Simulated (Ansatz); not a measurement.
SrO, CsCl type, relaxed with r2SCAN in the plane-wave code Ansatz. Space group Pm-3m (No. 221), cubic; conventional cell a = 3.103 Å, 14.94 Å³ an atom. Sr has 8 O at 2.69 Å; O has 8 Sr at 2.69 Å.

The axes x, y and z are those of this cell:
```xyz
2
Lattice="3.1029 0.0000 0.0000 0.0000 3.1029 0.0000 0.0000 0.0000 3.1029" Properties=species:S:1:pos:R:3 pbc="T T T"
Sr    0.0000    0.0000    0.0000
O     1.5514    1.5514    1.5514
```

Unstrained: PBE gives an indirect gap of 2.804 eV, from M to Γ; the least direct gap is 2.857 eV at Γ. r2SCAN gives an indirect gap of 3.306 eV, from M to Γ; the least direct gap is 3.354 eV at Γ. With HSE06 the valence top lies at M and the conduction bottom at Γ, 4.326 eV higher; the smallest vertical gap, at Γ, is 4.387 eV. Meshes: PBE 8×8×8, r2SCAN 8×8×8, HSE06 6×6×6. Strains are changes of length per length, and xy shears are angles. After each strain the atoms were relaxed again with r2SCAN within the symmetry that the strain leaves, so tilts or polar shifts that break it weren't tested; points keep the names that they have in the unstrained zone. No spin polarisation. The prototype was imposed, so other structures may be more stable.

(1) Estimate what xy shear, engineering strain (angle) +5.62 % does to the gap.

(2) One strain changed the r2SCAN stress by xx +0.01, yy +0.01, zz +7.37 GPa (compression positive) and the gap by -0.122 eV (PBE), -0.120 eV (r2SCAN), -0.114 eV (HSE06). Which kind of strain was it, and roughly how large?

(3) Apply epitaxial +3.13 % in the xy plane, free normal strain +0.18 %. How far does the gap move, against the unstrained cell?

Results:

(1) PBE: the gap goes from 2.804 to 2.815 eV (+0.011 eV). r2SCAN: the gap goes from 3.306 to 3.317 eV (+0.011 eV). HSE06: the gap goes from 4.326 to 4.336 eV (+0.010 eV). The r2SCAN energy rises by 0.5 meV an atom.

(2) Uniaxial -2.27 % along z, other directions held. The pattern of the stress gives the kind; the size needs the stiffness, so it is an estimate.

(3) PBE: the gap goes from 2.804 to 2.651 eV (-0.153 eV). r2SCAN: the gap goes from 3.306 to 3.143 eV (-0.163 eV). HSE06: the gap goes from 4.326 to 4.159 eV (-0.167 eV). The r2SCAN energy rises by 26.1 meV an atom.

The meshes of the hybrids are coarse, so their gaps aren't converged to the digits shown.
